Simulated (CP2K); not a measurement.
The system is SnTe.

```
CELL_PARAMETERS angstrom
4.45597 0.00000 0.00000
2.22799 3.85899 0.00000
2.22799 1.28633 3.63829
ATOMIC_POSITIONS crystal
Te 0.50000 0.50000 0.50000
Sn 0.00000 0.00000 0.00000
```

Base run:

| Item | Value |
| --- | --- |
| Program | CP2K 2026.2 |
| Functional | vdW-DF-cx |
| Potentials or basis | POTENTIAL_UZH Te GTH-PBE-q6, Sn GTH-PBE-q4; TZVP-MOLOPT-PBE-GTH basis |
| Density cutoff | 9184 eV |
| k mesh | 7 × 7 × 7 |
| Occupations | fermi-dirac, width 0.05 eV |
| Spin | no spin polarisation |

Its results: pressure 2.8 GPa.

Q: After a change of settings the same cell gave: pressure 4.5 GPa. Which change was it?
A. functional from vdW-DF-cx to PBEsol
B. functional from vdW-DF-cx to optB88-vdW
C. functional from vdW-DF-cx to HLE17
D. functional from vdW-DF-cx to LDA

A: B.

Caveats: the potentials were made for another functional, which shifts forces and pressure; the basis of atomic orbitals isn't converged, which shifts pressures, moduli and gaps.

Runs at the PBE level aren't shown here.
